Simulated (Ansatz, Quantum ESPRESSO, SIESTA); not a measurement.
## MoS2: programs and potentials compared

```
Mo S
1.0
     3.18402    0.00000    0.00000
    -1.59201    2.75744    0.00000
     0.00000    0.00000   28.38732
Mo S
3 6
Direct
  0.33333 0.66667 0.22816
  0.33333 0.66667 0.77184
  0.66667 0.33333 0.00000
  0.66667 0.33333 0.17349
  0.66667 0.33333 0.71719
  0.33333 0.66667 0.94533
  0.66667 0.33333 0.28281
  0.66667 0.33333 0.82651
  0.33333 0.66667 0.05467
```

Measurements of this composition are mostly on another form, of space group No. 194.

The cell holds a layer with vacuum beside it, so values per volume hang on the cell's height.

Alike in all runs: task band structure; functional LDA; k mesh 10 × 10 × 1; occupations fermi-dirac, width 0.05 eV; no spin polarisation; no spin-orbit coupling. LDA stands for any of its common fits. Gaps are the smaller of the mesh's and the band path's.

```csv
program and potentials,plane-wave cutoff (eV),notes,band gap (eV),largest force (eV/Å)
"Ansatz, Ansatz PAW",420,"potentials made for PBE, which Ansatz adapts in part",1.15,0.396
"Quantum ESPRESSO, GBRV 1.5 LDA",612,-,?,?
"SIESTA, files PseudoDojo sr-lda-0.4.1-standard, DZP (energy shift 0.003 Ry; two zetas on semicore shells)",-,atomic basis,1.15,0.112
```

Problem. Estimate from the other rows what the run with Quantum ESPRESSO, GBRV 1.5 LDA gave.

Solution. Band gap 1.15 eV; largest force 0.392 eV/Å. The other rows, which needn't bracket it: band gap 1.15; largest force 0.112 to 0.396.
